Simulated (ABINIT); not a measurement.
# TaSi2 (P6_222) in ABINIT: reference runs, part 2 of 2

ABINIT 10.8.3 (patched build). Earlier steps stand in the parts before.

## 3. Single point, PBEsol (atoms moved at random, drawn with an rms of 0.05 Å)

File run.abi:

```
pp_dirpath "./"
pseudos "Ta.upf, Si.upf"

acell 4.78 4.78 6.564 Angstrom
rprim
     1.0000000000     0.0000000000     0.0000000000
    -0.5000000000     0.8660254038     0.0000000000
     0.0000000000     0.0000000000     1.0000000000
ntypat 2
znucl 73 14
natom 9
typat 1 1 1 2 2 2 2 2 2
xred
    -0.0005910000     0.4989600000     0.1658540000
     0.4904180000     0.5013370000     0.8301000000
     0.5090980000    -0.0047010000     0.5002570000
     0.3490050000     0.1761270000     0.1680730000
     0.1748700000     0.8373910000     0.8370380000
     0.8239580000     0.6549860000     0.4977260000
     0.6574160000     0.8280550000     0.1732030000
     0.8408000000     0.1612000000     0.8314000000
     0.1613240000     0.3286590000     0.4961040000
chkprim 0
chksymtnons 0
tolsym 1.0e-6

ecut 29.0

kptopt 1
ngkpt 7 7 4
nshiftk 1
shiftk 0.0 0.0 0.0

ixc -116133

nband 38
occopt 3
tsmear 0.05 eV

nstep 100
tolvrs 1.0e-10

iomode 3
prtwf 0
prtden 0
prteig 0
prtebands 0
enunit 2
```

Potentials or basis: PseudoDojo NC SR PBEsol v0.4.1 standard.

Command:

```sh
$ mpirun --bind-to none -np 4 abinit run.abi > log 2>&1
```

run.abo:

```text
.Version 10.8.3 of ABINIT
 Symmetries : space group P1 (#  1); Bravais aP (primitive triclinic)
================================================================================
 Values of the parameters that define the memory need of the present run
     intxc =       0    ionmov =       0      iscf =       7    lmnmax =       8
     lnmax =       8     mgfft =      64  mpssoang =       4    mqgrid =    3007
     natom =       9  nloc_mem =       1    nspden =       1   nspinor =       1
    nsppol =       1      nsym =       1    n1xccc =    2501    ntypat =       2
    occopt =       3   xclevel =       2
       mpw =        6568          nfft =      129600          nkpt =          99
================================================================================
================================================================================

--------------------------------------------------------------------------------
------------- Echo of variables that govern the present computation ------------
--------------------------------------------------------------------------------
 -outvars: echo values of preprocessed input variables --------
            acell      9.0328908818E+00  9.0328908818E+00  1.2404162290E+01 Bohr
              amu      1.80947900E+02  2.80855000E+01
          chkprim           0
      chksymtnons           0
             ecut      2.90000000E+01 Hartree
           enunit           2
                       outvar_i_n : Printing only first  50 k-points.
              ixc     -116133
                       outvar_i_n : Printing only first  50 k-points.
         kptrlatt        7    0    0      0    7    0      0    0    4
          kptrlen      4.96166492E+01
            natom           9
            nband          38
            ngfft          45      45      64
             nkpt          99
            nstep         100
             nsym           1
           ntypat           2
                       prtocc : prtvol=0, do not print more k-points.
           occopt           3
           prtden           0
        prtebands           0
           prteig           0
            prtwf           0
            rprim      1.0000000000E+00  0.0000000000E+00  0.0000000000E+00
                      -5.0000000000E-01  8.6602540380E-01  0.0000000000E+00
                       0.0000000000E+00  0.0000000000E+00  1.0000000000E+00
          spgroup           1
           tolsym      1.00000000E-06
           tolvrs      1.00000000E-10
           tsmear      1.83746611E-03 Hartree
            typat      1  1  1  2  2  2  2  2  2
                       outvars : Printing only first  50 k-points.
           xangst     -1.1953393800E+00  2.0654955296E+00  1.0886656560E+00
                       1.1460026100E+00  2.0753353622E+00  5.4487764000E+00
                       2.4447238300E+00 -1.9460266323E-02  3.2836869480E+00
                       1.2473003700E+00  7.2909558109E-01  1.1032311720E+00
                      -1.1654858900E+00  3.4664649812E+00  5.4943174320E+00
                       2.3731027000E+00  2.7113809823E+00  3.2670734640E+00
                       1.1633970300E+00  3.4278176623E+00  1.1369044920E+00
                       3.6337560000E+00  6.6730375054E-01  5.4573096000E+00
                      -1.4366290000E-02  1.3605172664E+00  3.2564266560E+00
            xcart     -2.2588640557E+00  3.9032208652E+00  2.0572799325E+00
                       2.1656310725E+00  3.9218154540E+00  1.0296695117E+01
[... 189 lines left out ...]
    2      0.94085777681914    -0.01330636180720     0.35794531185900
    3     -1.17535676998741     0.01256961776609     0.24271145725916
    4     -0.97445692111183    -0.66732164726004    -0.05526144847720
    5     -0.99548947580741     0.32481948104818    -0.27544905444686
    6      0.33733494788537     0.98396981419806     0.21374207746866
    7      1.07131914209563     0.36358792776539    -0.75814780001651
    8      0.37331251438798    -0.21578738826162     0.26472147860834
    9      0.21993096447140    -0.78340537101327     0.11861309564114
 frms,max,avg= 5.7708788E-01 1.1753568E+00  -5.991E-09  2.641E-08  2.416E-08 e/A
 length scales=  9.032890881839  9.032890881839 12.404162290459 bohr
              =  4.780000000000  4.780000000000  6.564000000000 angstroms
 Fermi (or HOMO) energy (hartree) =   0.42504   Average Vxc (hartree)=  -0.45019
 Eigenvalues (hartree) for nkpt=  99  k points:
 kpt#   1, nband= 38, wtk=  0.00510, kpt=  0.0000  0.0000  0.0000 (reduced coord)
  -2.06171   -2.05983   -2.05943   -0.83733   -0.83675   -0.83574   -0.83299   -0.83226
  -0.83043   -0.82947   -0.82929   -0.82817   -0.06442    0.05450    0.05766    0.19194
   0.20518    0.20729    0.21050    0.21309    0.24786    0.28047    0.28156    0.28936
   0.32718    0.32734    0.33185    0.33852    0.34238    0.34366    0.34676    0.35801
   0.44337    0.53692    0.53916    0.54673    0.55530    0.56408
      occupation numbers for kpt#   1
   2.00000    2.00000    2.00000    2.00000    2.00000    2.00000    2.00000    2.00000
   2.00000    2.00000    2.00000    2.00000    2.00000    2.00000    2.00000    2.00000
   2.00000    2.00000    2.00000    2.00000    2.00000    2.00000    2.00000    2.00000
   2.00000    2.00000    2.00000    2.00000    2.00000    2.00000    2.00000    2.00000
   0.00009    0.00000    0.00000    0.00000    0.00000    0.00000
 prteigrs : prtvol=0 or 1, do not print more k-points.

 Fermi (or HOMO) energy (eV) =  11.56606   Average Vxc (eV)= -12.25040
 Eigenvalues (   eV  ) for nkpt=  99  k points:
 kpt#   1, nband= 38, wtk=  0.00510, kpt=  0.0000  0.0000  0.0000 (reduced coord)
 -56.10198  -56.05078  -56.03994  -22.78488  -22.76920  -22.74158  -22.66677  -22.64681
 -22.59725  -22.57106  -22.56623  -22.53563   -1.75297    1.48299    1.56898    5.22298
   5.58332    5.64071    5.72789    5.79837    6.74449    7.63186    7.66174    7.87382
   8.90303    8.90740    9.03014    9.21164    9.31662    9.35154    9.43592    9.74194
  12.06458   14.61028   14.67141   14.87736   15.11046   15.34946
 prteigrs : prtvol=0 or 1, do not print more k-points.

--- !EnergyTerms
iteration_state     : {dtset: 1, }
comment             : Components of total free energy in Hartree
kinetic             :  6.15257574715339E+01
hartree             :  3.43109579409150E+01
xc                  : -5.38430097806226E+01
Ewald energy        : -1.63869356068986E+02
psp_core            :  8.07259798932325E+00
local_psp           : -1.24192942333627E+02
non_local_psp       :  1.71830306013361E+01
internal            : -2.20812964180127E+02
'-kT*entropy'       : -1.29711080396064E-03
total_energy        : -2.20814261290931E+02
total_energy_eV     : -6.00866215260851E+03
band_energy         : -1.77820996605095E+01
...

 Cartesian components of stress tensor (hartree/bohr^3)
  sigma(1 1)=  4.11387101E-05  sigma(3 2)= -7.05777880E-06
  sigma(2 2)=  6.25561990E-05  sigma(3 1)=  8.61463807E-06
  sigma(3 3)= -4.27420203E-05  sigma(2 1)=  4.79323372E-06

-Cartesian components of stress tensor (GPa)         [Pressure= -5.9777E-01 GPa]
- sigma(1 1)=  1.21034264E+00  sigma(3 2)= -2.07647021E-01
- sigma(2 2)=  1.84046692E+00  sigma(3 1)=  2.53451402E-01
- sigma(3 3)= -1.25751365E+00  sigma(2 1)=  1.41021805E-01

== END DATASET(S) ==============================================================
================================================================================

 -outvars: echo values of variables after computation  --------
            acell      9.0328908818E+00  9.0328908818E+00  1.2404162290E+01 Bohr
           etotal     -2.2081426129E+02
            fcart      3.9389279943E-03 -9.9686237518E-05 -2.1172839437E-03
                       1.8296770674E-02 -2.5876753797E-04  6.9609280448E-03
                      -2.2857050035E-02  2.4444014748E-04  4.7199863601E-03
                      -1.8950170000E-02 -1.2977339877E-02 -1.0746640723E-03
                      -1.9359188068E-02  6.3167331998E-03 -5.3566312632E-03
                       6.5601202793E-03  1.9135166317E-02  4.1566216182E-03
                       2.0833840294E-02  7.0706594535E-03 -1.4743627332E-02
                       7.2597725540E-03 -4.1963965804E-03  5.1480131278E-03
                       4.2769763083E-03 -1.5234808885E-02  2.3066574602E-03
            rprim      1.0000000000E+00  0.0000000000E+00  0.0000000000E+00
                      -5.0000000000E-01  8.6602540380E-01  0.0000000000E+00
                       0.0000000000E+00  0.0000000000E+00  1.0000000000E+00
           strten      4.1138710085E-05  6.2556198965E-05 -4.2742020324E-05
                      -7.0577788017E-06  8.6146380716E-06  4.7932337246E-06
           xangst     -1.1953393800E+00  2.0654955296E+00  1.0886656560E+00
                       1.1460026100E+00  2.0753353622E+00  5.4487764000E+00
                       2.4447238300E+00 -1.9460266323E-02  3.2836869480E+00
                       1.2473003700E+00  7.2909558109E-01  1.1032311720E+00
                      -1.1654858900E+00  3.4664649812E+00  5.4943174320E+00
                       2.3731027000E+00  2.7113809823E+00  3.2670734640E+00
                       1.1633970300E+00  3.4278176623E+00  1.1369044920E+00
                       3.6337560000E+00  6.6730375054E-01  5.4573096000E+00
                      -1.4366290000E-02  1.3605172664E+00  3.2564266560E+00
             xred     -5.9100000000E-04  4.9896000000E-01  1.6585400000E-01
                       4.9041800000E-01  5.0133700000E-01  8.3010000000E-01
                       5.0909800000E-01 -4.7010000000E-03  5.0025700000E-01
                       3.4900500000E-01  1.7612700000E-01  1.6807300000E-01
                       1.7487000000E-01  8.3739100000E-01  8.3703800000E-01
                       8.2395800000E-01  6.5498600000E-01  4.9772600000E-01
                       6.5741600000E-01  8.2805500000E-01  1.7320300000E-01
                       8.4080000000E-01  1.6120000000E-01  8.3140000000E-01
                       1.6132400000E-01  3.2865900000E-01  4.9610400000E-01
 Calculation completed.
```

It took 5.5 min on 4 MPI ranks of Arm Neoverse V2, shared host; peak memory 0.72 GiB.

What came out:

| Quantity | Value |
| --- | --- |
| Free energy | -6008.6622 eV |
| Pressure | -0.6 GPa |
| Largest force | 1.362 eV/Å |
| Band gap on the k mesh | none (metal or under the smearing width) |
| Valence electrons inside the program's atomic spheres | Ta 9.32, 9.31, 9.34; Si 1.77, 1.78 |

Forces in eV/Å, atoms in the order of the input:
```
Ta   0.203 -0.005 -0.109
Ta   0.941 -0.013  0.358
Ta  -1.175  0.013  0.243
Si  -0.974 -0.667 -0.055
Si  -0.995  0.325 -0.275
Si   0.337  0.984  0.214
Si   1.071  0.364 -0.758
Si   0.373 -0.216  0.265
Si   0.220 -0.783  0.119
```

Levels at points of the mesh, in eV from the Fermi level:
| k point | band 29 | band 30 | band 31 | band 32 | band 33 | band 34 | band 35 | band 36 |
| --- | --- | --- | --- | --- | --- | --- | --- | --- |
| (0.00, 0.00, 0.00) | -2.25 | -2.21 | -2.13 | -1.82 | 0.50 | 3.04 | 3.11 | 3.31 |
| (0.00, 0.00, 0.50) | -2.11 | -1.99 | -1.57 | 0.99 | 1.03 | 2.73 | 2.86 | 3.03 |

Caveat: the cell's inner coordinates are idealised or old, which leaves forces on the atoms.
